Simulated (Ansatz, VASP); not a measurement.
# Mg: VASP beside Ansatz

Contents of INCAR:

```
PREC = Accurate
ENCUT = 520
EDIFF = 1E-6
ISMEAR = -1
SIGMA = 0.1
LREAL = False
LASPH = True
NELM = 60
ALGO = Fast
ISIF = 2
LWAVE = False
LCHARG = True
GGA = CA
LELF = True
LVHAR = True
NBANDS = 7
```

File KPOINTS:

```
regular mesh
0
Gamma
  12 12 12
```

The input POSCAR:

```
Mg
1.0
    2.9581198595      0.0000000000      0.0000000000
    0.0000000000      2.9581198595      0.0000000000
    0.0000000000      0.0000000000      2.9581198595
Mg
1
Direct
    0.0000000000      0.0000000000      0.0000000000
```

Input for Ansatz:

```yaml
crystal:
  lattice:
    - [2.9581198595, 0.0, 0.0]
    - [0.0, 2.9581198595, 0.0]
    - [0.0, 0.0, 2.9581198595]
  atoms:
    - { symbol: Mg, position: [0.0, 0.0, 0.0] }
hamiltonian:
  xc: lda
  pseudopotentials:
    kind: paw
    azcp:
      Mg: "pseudopotentials/Mg.paw.azcp"
basis:
  ecutwfc: 420
  fft_grid_basis: typed
kpoints:
  mp_grid: { grid: [12, 12, 12], shift: [0, 0, 0] }
magnetization:
  spin_polarized: false
scf:
  occupations: { method: fermi_dirac, width: 0.1 }
  lower_state_search: "off"
output:
  stress: true
```

Alike in both runs: task single point; functional LDA; k mesh 12 × 12 × 12; occupations fermi-dirac, width 0.1 eV; no spin polarisation.

|  | VASP | Ansatz |
| --- | --- | --- |
| version | VASP 6.6.1 | Ansatz 0.2.0 |
| potentials or method | VASP PAW LDA potentials, release 64 (Mg) | plane waves (420 eV) with PAW, scalar-relativistic |
| plane-wave cutoff (eV) | 520 | 420 |
| valence electrons in the cell | 2 | 10 |

|  | VASP | Ansatz | Ansatz less VASP |
| --- | --- | --- | --- |
| pressure (GPa) | -0.1 | 0.1 | +0.21 |

The two sets of potentials don't hold the same shells in valence. Ansatz warned: «pseudo_functional_mismatch».
